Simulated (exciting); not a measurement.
A run of exciting (release sodium) is set up as follows.

The input input.xml:

```xml
<input>
  <title>P</title>
  <structure speciespath="./" tshift="false">
    <crystal scale="1">
      <basevect>-3.196490718513 4.752973078731 3.512895297641</basevect>
      <basevect>3.196490718513 -4.752973078731 3.512895297641</basevect>
      <basevect>3.196490718513 4.752973078731 -3.512895297641</basevect>
    </crystal>
    <species speciesfile="P.xml" rmt="2">
      <atom coord="0.696690890000 0.946690890000 0.750000000000"/>
      <atom coord="0.303309110000 0.053309110000 0.250000000000"/>
    </species>
  </structure>
  <groundstate do="fromscratch" ngridk="7 7 7" rgkmax="6.5" gmaxvr="14" lmaxapw="10" lmaxmat="10" lmaxvr="8" xctype="GGA_PBE_SOL" stype="Gaussian" swidth="0.00099223" nempty="10" ValenceRelativity="iora*" epsengy="1e-05" epspot="1e-05" maxscl="60" tforce="true" outputlevel="normal"/>
</input>
```

Potentials or basis: all-electron LAPW+lo, shipped species files, valence relativity iora*.

The run is started by

```bash
$ OMP_NUM_THREADS=1 exciting_smp
```

(1) What does it give for the band gap on the k mesh?

(2) Predict the largest force.

Results:

(1) none (metal or under the smearing width).

(2) 0.409 eV/Å.
